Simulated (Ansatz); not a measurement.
TiO2:

```
Ti O
1.0
     4.54535    0.00000    0.00000
     0.00000    5.51962    0.00000
     0.00000    0.00000    4.90920
Ti O
4 8
Cartesian
  0.0000 0.9548 3.6819
  2.2727 1.8050 1.2273
  0.0000 4.5648 1.2273
  2.2727 3.7147 3.6819
  1.2338 2.1070 4.5098
  3.5065 0.6528 0.3994
  1.0388 0.6528 2.0552
  3.3115 2.1070 2.8540
  1.2338 3.4126 2.0552
  3.5065 4.8668 2.8540
  1.0388 4.8668 4.5098
  3.3115 3.4126 0.3994
```

Measurements of this composition are mostly on another form, of space group No. 141.

```yaml
Program: Ansatz 0.2.0
Task: relaxation of cell and atoms
Functional: PBE
Potentials_or_basis: Ansatz PAW earlier set
Cutoff: "930 eV (not typed: the program's choice for these potentials)"
k_mesh: 6 × 5 × 6
Occupations: fermi-dirac, width 0.05 eV
Spin: no spin polarisation
```

At the start: volume 10.26 Å³/atom.

Problem. How do energy, volume and symmetry change on relaxing?

Solution. It ends after 6 steps and the volume is 10.47 Å³/atom (+2.0 %); space group Pbcn (No. 60, to 0.05 Å).

Step by step:
```csv
step,energy change (eV),largest force (eV/Å),volume (Å³)
1,0.0000,0.1181,123.16
2,-0.0279,0.1281,124.83
3,-0.0324,0.1124,125.54
4,-0.0375,0.0270,125.63
5,-0.0378,0.0009,125.65
6,-0.0379,0.0009,125.65
```

Final structure:
```
CELL_PARAMETERS angstrom
4.57885 0.00000 0.00000
0.00000 5.57381 0.00000
0.00000 0.00000 4.92342
ATOMIC_POSITIONS crystal
Ti 0.00000 0.17743 0.75000
Ti 0.50000 0.32257 0.25000
Ti 0.00000 0.82257 0.25000
Ti 0.50000 0.67743 0.75000
O 0.27110 0.38049 0.91901
O 0.77110 0.11951 0.08099
O 0.22890 0.11951 0.41901
O 0.72890 0.38049 0.58099
O 0.27110 0.61951 0.41901
O 0.77110 0.88049 0.58099
O 0.22890 0.88049 0.91901
O 0.72890 0.61951 0.08099
```

Caveat: the plane-wave basis is chosen anew once the cell has moved, so the energies of steps on either side of that aren't comparable.
